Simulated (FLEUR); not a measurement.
## MnO under changes of volume

One of the cells (12.990 Å³/atom); the others are scaled copies at fixed shape and fractional positions:

```xyz
4
Lattice="3.3491 0.0000 0.0000 -1.6745 2.9004 0.0000 0.0000 0.0000 5.3494" Properties=species:S:1:pos:R:3 pbc="T T T"
Mn    1.6745    0.9668    2.7333
Mn    0.0000    1.9336    0.0586
O     1.6745    0.9668    4.6832
O     0.0000    1.9336    2.0085
```

Measurements of this composition are mostly on another form, of space group No. 225.

- Program: FLEUR MaX-R8.1 (later development tree)
- Functional: PBE
- Potentials or basis: all-electron
- Basis: FLAPW
- Kmax: 4.86 1/bohr
- k mesh: 9 × 9 × 5
- Occupations: fermi-dirac, width 0.05 eV
- Spin: collinear spin, ferromagnetic start
- Starting moments: [4.0, 4.0, 0.0, 0.0] μB

```csv
volume (Å³/atom),energy over the lowest point (meV/atom),moment (μB per cell)
12.460,?,?
12.725,38.08,9.96
12.990,20.52,9.98
13.255,7.98,9.99
13.521,0.00,10.00
```

Task: What does the run at 12.460 Å³/atom give?

Result: Energy over the lowest point 61.01 meV/atom; moment 9.90 μB per cell.

Worked out: A Birch-Murnaghan fit of order 2 (a polynomial in V^(-2/3)) to the other rows has its minimum at 13.92 Å³/atom, just outside them, with B0 = V·E''(V) = 114 GPa at fixed shape and positions, which overstates the stiffness. It gives 61.20 meV/atom at 12.460 Å³/atom, against the run's 61.01. A straight line through the other rows of the moment, of slope 0.049 μB per Å³/atom, extrapolates to 9.95 μB, against the run's 9.90.

Energies are extrapolated to zero smearing.

Caveats: the plane-wave cutoff is short for the semicore states, which can make moduli rough; only a ferromagnetic start was run, and an antiferromagnetic order may lie lower in energy.
